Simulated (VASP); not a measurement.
Crystal: Ag.

```xyz
2
Lattice="0.0000 2.8100 2.8100 2.8100 0.0000 2.8100 2.8100 2.8100 0.0000" Properties=species:S:1:pos:R:3 pbc="T T T"
Ag    0.0000    0.0000    0.0000
Ag    1.4050    1.4050    1.4050
```

The cell was built by a generator and needn't be a form met in nature.

| Quantity | Value |
| --- | --- |
| Program | VASP 6.6.1 |
| Task | relaxation of cell and atoms |
| Functional | PBEsol |
| Potentials or basis | VASP PAW PBE potentials, release 64 (Ag) |
| Cutoff | 600 eV |
| k mesh | 6 × 6 × 6 |
| Occupations | fermi-dirac, width 0.1 eV |
| Spin | no spin polarisation |

At the start: pressure 16.4 GPa; volume 22.19 Å³/atom.

Where does the relaxation end?

Over 4 steps the energy falls by 217.6 meV/atom and the volume is 27.60 Å³/atom (+24.4 %); space group Fd-3m (No. 227, to 0.05 Å).

The path:
```tsv
step	energy change (eV)	largest force (eV/Å)	pressure (GPa)	volume (Å³)
1	0.0000	0.0000	16.35	44.38
2	-0.3803	0.0000	-2.95	60.57
3	-0.4351	0.0000	0.17	54.93
4	-0.4352	0.0000	-0.03	55.21
```

Final structure:
```
CELL_PARAMETERS angstrom
0.00000 3.02223 3.02223
3.02223 0.00000 3.02223
3.02223 3.02223 0.00000
ATOMIC_POSITIONS crystal
Ag 0.00000 0.00000 0.00000
Ag 0.25000 0.25000 0.25000
```

Caveat: the volume moved by over 15 % at a fixed basis, so the end points are rough; the PAW data sets were made with another functional, which shifts forces and pressure a little.
